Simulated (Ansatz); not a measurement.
Runs of Ansatz 0.2.0 on FeO (Wuestite). It takes space group Fm-3m (No. 225, cubic). Conventional cell: a = 4.311 Å, b = 4.311 Å, c = 4.311 Å, α = 90.00°, β = 90.00°, γ = 90.00°. Around Fe (site symmetry m-3m) lie 6 O at 2.16 Å. O (site symmetry m-3m) is surrounded by 6 Fe at 2.16 Å. 

| task | level | cell | k mesh | cutoff (eV) | smearing | gap on the mesh (eV) | pressure (GPa) | moment (μB) | relaxed volume (Å³/atom) |
| --- | --- | --- | --- | --- | --- | --- | --- | --- | --- |
| band structure | PBEsol | strain_z_fixed_volume = 0 | 11 × 11 × 11 | 349 | fermi-dirac 0.05 eV | - | -8.6 | 4.00 | - |
| relaxation of cell and atoms | PBEsol | relaxed to 20 GPa | 11 × 11 × 11 | - | fermi-dirac 0.05 eV | - | 20.0 | 3.85 | - |
| relaxation of cell and atoms | PBEsol | relaxed to 10 GPa | 11 × 11 × 11 | - | fermi-dirac 0.05 eV | - | 10.0 | (a) | - |
| relaxation of cell and atoms | BLYP | relaxed | 11 × 11 × 11 | - | fermi-dirac 0.05 eV | - | 0.0 | 4.00 | 10.39 |
| single point | PBE | as given | 11 × 11 × 11 | 349 | gaussian 0.028 eV | none | -0.4 | 4.00 | - |
| phonons | PBE | as given | 8 × 8 × 8 | 373 | fermi-dirac 0.05 eV | none | - | 4.00 | - |
| relaxation of cell and atoms | PBEsol | relaxed | 11 × 11 × 11 | - | fermi-dirac 0.05 eV | - | 0.0 | 4.00 | (b) |
| single point | PBE | as given | 11 × 11 × 11 | 349 | gaussian 0.017 eV | none | -0.4 | 4.00 | - |
| single point | PBE | as given | 11 × 11 × 11 | 349 | gaussian 0.024 eV | none | -0.4 | 4.00 | - |
| relaxation of cell and atoms | PBEsol | relaxed to 5 GPa | 11 × 11 × 11 | - | fermi-dirac 0.05 eV | - | 5.0 | 4.00 | - |
| relaxation of cell and atoms | PBEsol | relaxed to 30 GPa | 11 × 11 × 11 | - | fermi-dirac 0.05 eV | - | 30.0 | 3.68 | - |
| single point | PBE | as given | 11 × 11 × 11 | 349 | gaussian 0.011 eV | none | -0.4 | 4.00 | - |

Alike in all rows: potentials or basis all-electron LAPW, scalar-relativistic; spin collinear, ferromagnetic start; basis error allowed 0.001 eV/atom.

Task: Fill in the values left out.

Result: (a) 3.98; (b) 9.57.

Caveats: a cell with one magnetic atom can't hold antiferromagnetic order, which such compounds often take; semilocal functionals often make such compounds metallic where correlation or magnetic order opens a gap, which also shifts bond lengths (some runs); the k mesh is thin for a metal, which can move the energy by tens of meV per atom (some runs); a metal's response needs a denser mesh (some runs); the volume moved by over 15 % at a fixed basis, so the end points are rough (some runs).

A gap of «none» marks a metal or a gap under the smearing width.
